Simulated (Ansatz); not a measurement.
Geometry optimisation in Ansatz: input, command and trajectory.

```yaml
crystal:
  lattice:
    - [2.90301778, -5.02817426, 0.0]
    - [2.90301778, 5.02817426, 0.0]
    - [0.0, 0.0, 9.28965688]
  atoms:
    - { symbol: Al, position: [0.3356234364, 0.1688696293, 0.125560501] }
    - { symbol: Al, position: [0.8275982241, 0.1687045785, 0.120089651] }
    - { symbol: Al, position: [0.3333406935, 0.6611410533, 0.1269820411] }
    - { symbol: Al, position: [0.8318980859, 0.6705393908, 0.1234404382] }
    - { symbol: Al, position: [0.8363455771, 0.6668397839, 0.6223649274] }
    - { symbol: Al, position: [0.1606968782, 0.3290323324, 0.8736271721] }
    - { symbol: Al, position: [0.6661685464, 0.8322079228, 0.8749520488] }
    - { symbol: Al, position: [0.1728392163, 0.8393627067, 0.8714008355] }
    - { symbol: Ti, position: [0.3387672239, 0.1756836394, 0.6261691644] }
    - { symbol: Ti, position: [0.8359856394, 0.1672579265, 0.6238607343] }
    - { symbol: Ti, position: [0.3321023039, 0.6685601753, 0.6236968782] }
    - { symbol: Ti, position: [0.6683736295, 0.3357065393, 0.372934929] }
    - { symbol: Ti, position: [0.6654890441, 0.3437194146, 0.8782782353] }
    - { symbol: Ti, position: [0.172706765, 0.330707077, 0.3694372137] }
    - { symbol: Ti, position: [0.6694473646, 0.8336271469, 0.3732323378] }
    - { symbol: Ti, position: [0.1665728551, 0.8325380511, 0.3789146426] }
  symmetry: { detect: false }
basis:
  ecutwfc: 500
kpoints:
  mp_grid: { grid: [3, 3, 2], shift: [0.0, 0.0, 0.5] }
hamiltonian:
  xc: r2scan
scf:
  occupations: { method: gaussian, width: 0.1 }
  lower_state_search: "off"
output:
  forces: true
  stress: true
  eigenvalues: true
relax:
  adjacent_minimum: "off"
  f_tol: 0.04
  max_steps: 50
  cell: { stress_tol: 0.3 }
```

```bash
ansatz run input.yaml --threads 4 --pin off --max-ram 9216MiB --backend cpu --events-out ev --progress --plain --runs-dir out
```

Level of theory: DFT r2SCAN, scalar-relativistic, plane waves, PAW in Ansatz.

Of 5 frames 5 are shown, positions in Å and forces in eV/Å; the SCF threshold varies from step to step. Steps run on the plane waves of an earlier cell, with a Pulay correction in the pressure. The basis is chosen afresh for the last frame, the zero of the energies, and at times for earlier ones too; energy and pressure step there, also at an unchanged geometry.

```xyz
16
Lattice="2.9030 -5.0282 0.0000 2.9030 5.0282 0.0000 0.0000 0.0000 9.2897" Properties=species:S:1:pos:R:3:forces:R:3 pbc="T T T" step=1 free_energy_over_end_meV_per_atom=19.31 pressure_GPa=-3.47
Al    1.4646   -0.8385    1.1664   -0.1250   -0.1880   -0.1074
Al    2.8923   -3.3130    1.1156   -0.0343   -0.0193    0.2396
Al    2.8870    1.6482    1.1796    0.1084    0.2329   -0.1438
Al    4.3616   -0.8113    1.1467    0.1250   -0.1106    0.0524
Al    4.3638   -0.8523    5.7816   -0.0930    0.0996    0.0783
Al    1.4217    0.8464    8.1157    0.0142    0.0034    0.1795
Al    4.3498    0.8349    8.1280    0.1912    0.1138    0.1462
Al    2.9384    3.3514    8.0950   -0.0717    0.1815    0.4797
Ti    1.4935   -0.8200    5.8169   -0.0686    0.0498   -0.5798
Ti    2.9124   -3.3625    5.7955    0.2047    0.2258   -0.5234
Ti    2.9049    1.6918    5.7939   -0.2233   -0.4326    0.1935
Ti    2.9149   -1.6727    3.4644    0.1032    0.0002    0.1500
Ti    2.9297   -1.6179    8.1589   -0.2543   -0.4971   -0.6379
Ti    1.4614    0.7945    3.4319   -0.0374    0.2732    0.4322
Ti    4.3635    0.8255    3.4672    0.0432   -0.0380    0.1883
Ti    2.9004    3.3486    3.5200    0.1176    0.1053   -0.1474
16
Lattice="2.8576 -4.9442 -0.0023 2.8769 4.9553 0.0017 -0.0010 0.0037 8.9516" Properties=species:S:1:pos:R:3:forces:R:3 pbc="T T T" step=2 free_energy_over_end_meV_per_atom=14.24 pressure_GPa=4.27
Al    1.4421   -0.8452    1.1132    0.1884    0.0868   -0.0928
Al    2.8545   -3.2677    1.1362   -0.0175   -0.0318   -0.2801
Al    2.8819    1.6681    1.1240    0.0221   -0.1157    0.0472
Al    4.3085   -0.8215    1.1034   -0.1748    0.0291   -0.0755
Al    4.3008   -0.8034    5.5925    0.1442   -0.0649    0.0377
Al    1.4117    0.8191    7.8472   -0.0349   -0.1449    0.1590
Al    4.3310    0.8397    7.8575   -0.0830   -0.1515   -0.0139
Al    2.8779    3.3385    7.8865   -0.0450   -0.1451   -0.3215
Ti    1.4216   -0.8052    5.4922    0.1273   -0.1159    0.4516
Ti    2.9025   -3.2548    5.4782   -0.4375   -0.4362    0.5334
Ti    2.8304    1.5993    5.6416    0.1146    0.5156   -0.0879
Ti    2.9071   -1.6121    3.3555    0.2068    0.2621   -0.4011
Ti    2.8282   -1.7013    7.7238    0.2401    0.6274    0.5246
Ti    1.4575    0.8618    3.3741    0.2413   -0.0680   -0.5437
Ti    4.3192    0.8277    3.3809   -0.1117   -0.0365   -0.0752
Ti    2.9035    3.3283    3.3660   -0.3802   -0.2102    0.1385
16
Lattice="2.8749 -4.9844 0.0000 2.9108 5.0051 -0.0038 -0.0061 -0.0035 9.1136" Properties=species:S:1:pos:R:3:forces:R:3 pbc="T T T" step=3 free_energy_over_end_meV_per_atom=0.19 pressure_GPa=-0.43
Al    1.4597   -0.8504    1.1303   -0.0284   -0.0053   -0.0319
Al    2.8703   -3.2930    1.1280   -0.0046   -0.0052   -0.0068
Al    2.9102    1.6754    1.1421    0.0088    0.0402    0.0083
Al    4.3399   -0.8124    1.1169    0.0139   -0.0283   -0.0308
Al    4.3374   -0.8190    5.6892   -0.0223    0.0018    0.0166
Al    1.4139    0.8197    7.9988    0.0078    0.0041   -0.0106
Al    4.3588    0.8449    7.9942   -0.0073   -0.0036    0.0002
Al    2.9113    3.3538    7.9926   -0.0137    0.0068    0.0348
Ti    1.4569   -0.8148    5.6303   -0.0548   -0.0386   -0.0527
Ti    2.8896   -3.3170    5.6240   -0.0078    0.0306   -0.0430
Ti    2.8570    1.6520    5.7312   -0.0156   -0.0376   -0.0718
Ti    2.9345   -1.6217    3.3943    0.0683   -0.0182    0.0089
Ti    2.8718   -1.6594    7.9193    0.0694   -0.0010   -0.0213
Ti    1.4791    0.8482    3.3920    0.0493    0.0655    0.1219
Ti    4.3508    0.8372    3.4260   -0.0452    0.0274    0.0638
Ti    2.9076    3.3474    3.4323   -0.0178   -0.0388    0.0146
16
Lattice="2.8743 -4.9793 0.0000 2.9087 4.9991 -0.0036 -0.0057 -0.0033 9.0971" Properties=species:S:1:pos:R:3:forces:R:3 pbc="T T T" step=4 free_energy_over_end_meV_per_atom=-0.15 pressure_GPa=-0.02
Al    1.4591   -0.8482    1.1267   -0.0064   -0.0010   -0.0066
Al    2.8705   -3.2917    1.1266   -0.0027   -0.0053   -0.0005
Al    2.9107    1.6776    1.1416    0.0002    0.0090    0.0054
Al    4.3406   -0.8136    1.1122    0.0017   -0.0061   -0.0159
Al    4.3321   -0.8186    5.6812   -0.0051   -0.0034    0.0043
Al    1.4149    0.8176    7.9824    0.0021   -0.0004    0.0039
Al    4.3567    0.8452    7.9790   -0.0033   -0.0049    0.0062
Al    2.9108    3.3492    7.9802   -0.0067    0.0001    0.0062
Ti    1.4491   -0.8215    5.6154   -0.0001   -0.0173   -0.0261
Ti    2.8851   -3.3122    5.6119   -0.0022    0.0064   -0.0172
Ti    2.8505    1.6454    5.7167   -0.0181   -0.0075   -0.0041
Ti    2.9402   -1.6199    3.3869    0.0258   -0.0019    0.0092
Ti    2.8780   -1.6577    7.9028    0.0178    0.0085   -0.0034
Ti    1.4821    0.8525    3.3954    0.0256    0.0313    0.0163
Ti    4.3454    0.8387    3.4252   -0.0143    0.0124    0.0139
Ti    2.9036    3.3423    3.4266   -0.0146   -0.0198    0.0085
16
Lattice="2.8743 -4.9793 0.0000 2.9087 4.9991 -0.0036 -0.0057 -0.0033 9.0971" Properties=species:S:1:pos:R:3:forces:R:3 pbc="T T T" step=5 free_energy_over_end_meV_per_atom=0.00 pressure_GPa=-0.03
Al    1.4591   -0.8482    1.1267   -0.0064   -0.0010   -0.0064
Al    2.8705   -3.2917    1.1266   -0.0027   -0.0053   -0.0004
Al    2.9107    1.6776    1.1416    0.0002    0.0090    0.0056
Al    4.3406   -0.8136    1.1122    0.0017   -0.0062   -0.0158
Al    4.3321   -0.8186    5.6812   -0.0051   -0.0034    0.0041
Al    1.4149    0.8176    7.9824    0.0021   -0.0004    0.0038
Al    4.3567    0.8452    7.9790   -0.0033   -0.0049    0.0061
Al    2.9108    3.3492    7.9802   -0.0067    0.0001    0.0061
Ti    1.4491   -0.8215    5.6154    0.0000   -0.0173   -0.0263
Ti    2.8851   -3.3122    5.6119   -0.0022    0.0064   -0.0174
Ti    2.8505    1.6454    5.7167   -0.0182   -0.0075   -0.0044
Ti    2.9402   -1.6199    3.3869    0.0258   -0.0020    0.0093
Ti    2.8780   -1.6577    7.9028    0.0178    0.0085   -0.0035
Ti    1.4821    0.8525    3.3954    0.0256    0.0314    0.0165
Ti    4.3454    0.8387    3.4252   -0.0143    0.0124    0.0140
Ti    2.9036    3.3423    3.4266   -0.0146   -0.0198    0.0086
```

The run took 88 s on 4 threads of Intel(R) Xeon(R) Platinum 8259CL CPU @ 2.50GHz (Skylake/Cascade Lake), with other jobs on the host, peak memory 1.4 GiB.

The k mesh is coarse.